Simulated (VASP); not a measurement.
A calculation with VASP 6.6.1 of Mg (native input, structure from a POSCAR):

File INCAR:

```
  ALGO = Normal
  EDIFF = 1E-6
  ENCUT = 500
  GGA = PE
  ISIF = 2
  ISMEAR = 0
  LASPH = T
  LCHARG = F
  LREAL = F
  LWAVE = F
  NELM = 80
  PREC = Accurate
  SIGMA = 0.02
```

KPOINTS

```
k-points
0
Gamma
  10 10 10
```

File POSCAR:

```
Mg
1.0
    0.0000000000      2.2442560000      2.2442560000
    2.2442560000      0.0000000000      2.2442560000
    2.2442560000      2.2442560000      0.0000000000
Mg
1
Cartesian
    0.0000000000      0.0000000000      0.0000000000
```

Potentials or basis: VASP PAW PBE potentials, release 64 (Mg).

Launch:

```console
$ cat potpaw_PBE.64/Mg/POTCAR > POTCAR
$ mpirun -np 1 vasp_std > vasp.out
```

This isn't the form of Mg at room conditions, which is hcp.

Write the same calculation in another form: ASE script, structure typed inline.

As run:

run.py

```python
from ase import Atoms
from ase.calculators.vasp import Vasp
from ase.dft.bandgap import bandgap

atoms = Atoms(
    ['Mg'],
    cell=[[0.0, 2.244256, 2.244256], [2.244256, 0.0, 2.244256], [2.244256, 2.244256, 0.0]],
    scaled_positions=[[0.0, 0.0, 0.0]],
    pbc=True,
)
calc = Vasp(
    directory='calc',
    xc='pbe',
    pp='PBE',
    setups='minimal',
    prec='Accurate',
    encut=500,
    ediff=1e-06,
    ismear=0,
    sigma=0.02,
    lreal=False,
    lasph=True,
    nelm=60,
    algo='Fast',
    isif=2,
    lwave=False,
    lcharg=False,
    kpts=[10, 10, 10],
    gamma=True,
    nbands=7,
)
atoms.calc = calc

print('energy (eV):', atoms.get_potential_energy())
print('free energy (eV):', atoms.get_potential_energy(force_consistent=True))
print('forces (eV/A):')
print(atoms.get_forces())
print('stress (eV/A^3, Voigt):', atoms.get_stress())
print('Fermi level (eV):', calc.get_fermi_level())
gap, top, bottom = bandgap(calc)
print('band gap (eV):', gap, 'from (spin, k, band)', top, 'to', bottom)
```

Potentials or basis: VASP PAW PBE potentials, release 64 (Mg).

Run with:

```bash
$ python run.py
```

Both were run:

|  | native input, structure from a POSCAR | ASE script, structure typed inline |
| --- | --- | --- |
| Pressure | 0.7 GPa | 0.7 GPa |
| Band gap on the k mesh | none (metal or under the smearing width) | none (metal or under the smearing width) |

Keys that steer only the numerical path or the files written may differ.
